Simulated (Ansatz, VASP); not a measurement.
## One calculation of Ge, two programs

Contents of INCAR:

```
SYSTEM = Ge
  PREC = Accurate
  ENCUT = 520
  EDIFF = 1E-6
  ISMEAR = -1
  SIGMA = 0.05
  LREAL = .FALSE.
  LASPH = .TRUE.
  NELM = 100
  ALGO = Normal
  ISIF = 2
  LWAVE = .FALSE.
  LCHARG = .FALSE.
  GGA = PE
  NBANDS = 21
```

Contents of KPOINTS:

```
Automatic mesh
0
G
  11 11 11
  0 0 0
```

The input POSCAR:

```
Ge
1.0
    0.0000000000      2.8374271074      2.8374271074
    2.8374271074      0.0000000000      2.8374271074
    2.8374271074      2.8374271074      0.0000000000
Ge
2
Direct
    0.0000000000      0.0000000000      0.0000000000
    0.2500000000      0.2500000000      0.2500000000
```

Input for Ansatz:

```yaml
crystal:
  lattice:
    - [0.0, 2.8374271074, 2.8374271074]
    - [2.8374271074, 0.0, 2.8374271074]
    - [2.8374271074, 2.8374271074, 0.0]
  atoms:
    - { symbol: Ge, position: [0.0, 0.0, 0.0] }
    - { symbol: Ge, position: [0.25, 0.25, 0.25] }
kpoints:
  mp_grid: { grid: [11, 11, 11] }
  band_path:
    path:
      - [0.0, 0.0, 0.0]
      - [0.5, 0.0, 0.5]
      - [0.625, 0.25, 0.625]
      - [0.375, 0.375, 0.75]
      - [0.0, 0.0, 0.0]
      - [0.5, 0.5, 0.5]
      - [0.5, 0.25, 0.75]
      - [0.5, 0.0, 0.5]
    npoints: 5
scf:
  occupations: { method: fermi_dirac, width: 0.05 }
hamiltonian:
  xc: pbe
  pseudopotentials: { kind: all_electron, lapw: { basis_error: 0.001 } }
output:
  forces: true
  stress: true
  eigenvalues: true
```

Alike in both runs: task single point; functional PBE; k mesh 11 × 11 × 11; occupations fermi-dirac, width 0.05 eV; no spin polarisation.

```csv
,VASP,Ansatz
version,VASP 6.6.1,Ansatz 0.2.0
potentials or method,"VASP PAW PBE potentials, release 64 (Ge_d)","all-electron LAPW, scalar-relativistic"
plane-wave cutoff (eV),520,see its input
```

```csv
,VASP,Ansatz,Ansatz less VASP
pressure (GPa),2.9,3.0,+0.11
```

Ansatz ran all-electron here, so the differences hold the error of VASP's frozen core and of both bases.
